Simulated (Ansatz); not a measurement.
CaSe:

```
CELL_PARAMETERS angstrom
0.00000 2.95600 2.95600
2.95600 0.00000 2.95600
2.95600 2.95600 0.00000
ATOMIC_POSITIONS crystal
Se 0.50000 0.50000 0.50000
Ca 0.00000 0.00000 0.00000
```

Base run:

| Quantity | Value |
| --- | --- |
| Program | Ansatz 0.2.0 |
| Functional | PBE |
| Potentials or basis | all-electron LAPW, scalar-relativistic |
| Cutoff | 171 eV (chosen from the basis error) |
| Basis error allowed | 0.001 eV/atom |
| k mesh | 8 × 8 × 8 |
| Occupations | gaussian, width 0.1 eV |
| Spin | no spin polarisation |

Its results: band gap on the k mesh 2.03 eV, indirect (least direct gap 2.96 eV); pressure 1.2 GPa.

Task: The run is repeated on the same cell with these changes: functional from PBE to PBEsol; occupations from gaussian, width 0.1 eV to gaussian, width 0.02 eV. What comes out?

Result: Band gap on the k mesh 1.93 eV, indirect (least direct gap 2.88 eV); pressure -1.1 GPa.

A k mesh can miss the band edges.
